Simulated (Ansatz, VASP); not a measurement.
Two plane-wave programs on Zr

```
CELL_PARAMETERS angstrom
3.02467 -1.99908 0.00000
3.02467 1.99908 0.00000
0.00000 0.00000 8.15473
ATOMIC_POSITIONS crystal
Zr 0.85000 0.15000 0.11700
Zr 0.65000 0.35000 0.61700
Zr 0.15000 0.85000 0.88300
Zr 0.35000 0.65000 0.38300
```

Alike in both runs: task relaxation of cell and atoms; functional PBE; k mesh 6 × 6 × 2; occupations gaussian, width 0.1 eV; no spin polarisation.

|  | VASP | Ansatz |
| --- | --- | --- |
| version | VASP 6.6.1 | Ansatz 0.2.0 |
| potentials or method | VASP PAW PBE potentials, release 64 (Zr_sv) | scalar-relativistic, plane waves, PAW |
| plane-wave cutoff (eV) | 600 | 420 |
| valence electrons in the cell | 48 | 48 |

VASP gave:

| Item | Value |
| --- | --- |
| gap on the k mesh at the Fermi level, each at its own relaxed structure (eV) | none |
| relaxed volume (Å³/atom) | 23.15 |
| relaxed cell length with the largest relative difference (Å) | 9.005 |
| energy change over the relaxation (meV/atom) | -821 |

**Question.** Which values does Ansatz return?

**Answer.** gap on the k mesh at the Fermi level, each at its own relaxed structure (eV): none; relaxed volume (Å³/atom): 23.22; relaxed cell length with the largest relative difference (Å): 9.016; energy change over the relaxation (meV/atom): -809.

A gap of «none» marks a metal or a gap that the smearing closes.

Caveats: the k mesh is coarse (spacing up to 0.39 Å⁻¹), so the values aren't converged.
